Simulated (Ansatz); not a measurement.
# Which of these structures of Au lies lowest?

These are results of DFT, PBE, all-electron LAPW, scalar-relativistic (Ansatz 0.2.0), not measurements.

Each cell is taken as listed (from a database or a relaxation; residual pressures are under 0.6 GPa and forces under 0.08 eV/Å), on meshes of about 0.2 Å⁻¹ spacing; energies are extrapolated to zero smearing, with no zero-point or thermal terms. Other structures, the observed one among them, may be missing from this set and lie lower. No run is spin-polarised.

Spin–orbit coupling is left out, though it moves levels of the heavy atoms by tenths of an eV or more.

**Question.** Order the structures by energy per atom, lowest first, and give the differences.
A.
Space group Fm-3m (No. 225). a = 4.157 Å, b = 4.157 Å, c = 4.157 Å, α = 90.00°, β = 90.00°, γ = 90.00°
```csv
atom,site,symmetry,x,y,z
Au,4a,m-3m,0.0000,0.0000,0.0000
```
(fcc type, relaxed by us; 14×14×14 mesh on the primitive cell, smearing 0.03 eV, P = 0.0 GPa)
B.
```cif
data_structure
_symmetry_space_group_name_H-M 'Pm-3m'
_symmetry_Int_Tables_number 221
_cell_length_a 2.7478
_cell_length_b 2.7478
_cell_length_c 2.7478
_cell_angle_alpha 90.000
_cell_angle_beta 90.000
_cell_angle_gamma 90.000
_cell_volume 20.75
loop_
_atom_site_label
_atom_site_type_symbol
_atom_site_symmetry_multiplicity
_atom_site_Wyckoff_symbol
_atom_site_fract_x
_atom_site_fract_y
_atom_site_fract_z
_atom_site_occupancy
Au1 Au 1 a 0.00000 0.00000 0.00000 1
```
(sc type, relaxed by us; 12×12×12 mesh on the primitive cell, smearing 0.08 eV, P = 0.0 GPa)

**Answer.** A (0 meV/atom), B (198 meV/atom).
